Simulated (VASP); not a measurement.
I: single point with RPBE

The system is I.

```xyz
1
Lattice="0.0000 2.3656 3.9098 2.1922 0.0000 3.9098 2.1922 2.3656 0.0000" Properties=species:S:1:pos:R:3 pbc="T T T"
I     0.0000    0.0000    0.0000
```

- Program: VASP 6.6.1
- Task: single point
- Functional: RPBE
- Potentials or basis: VASP PAW PBE potentials, release 64 (I)
- Cutoff: 520 eV
- k mesh: 9 × 9 × 9
- Occupations: gaussian, width 0.02 eV
- Spin: no spin polarisation
- Further INCAR settings: ALGO = Normal; EDIFF = 1e-06

```json
{"Pressure": "1.8 GPa", "Band gap on the k mesh": "none (metal or under the smearing width)"}
```

Stress tensor (GPa, compression positive):
```
1.73 0.00 0.00
0.00 1.52 0.00
0.00 0.00 2.04
```

Levels at points of the mesh, in eV from the Fermi level:
```tsv
k point	band 1	band 2	band 3	band 4	band 5	band 6	band 7
(0.00, 0.00, 0.00)	-13.86	-1.97	0.77	1.05	4.79	7.45	8.27
```

Run time: 39 s on 1 thread of Intel(R) Xeon(R) Platinum 8259CL CPU @ 2.50GHz (Skylake/Cascade Lake) (shared host), peak memory 0.19 GiB.

Caveat: the PAW data sets were made with another functional, which shifts forces and pressure a little; an odd number of electrons without spin polarisation forces a metal; a magnetic or distorted state may lie lower. The run has no spin-orbit coupling, so splittings on I are missing.
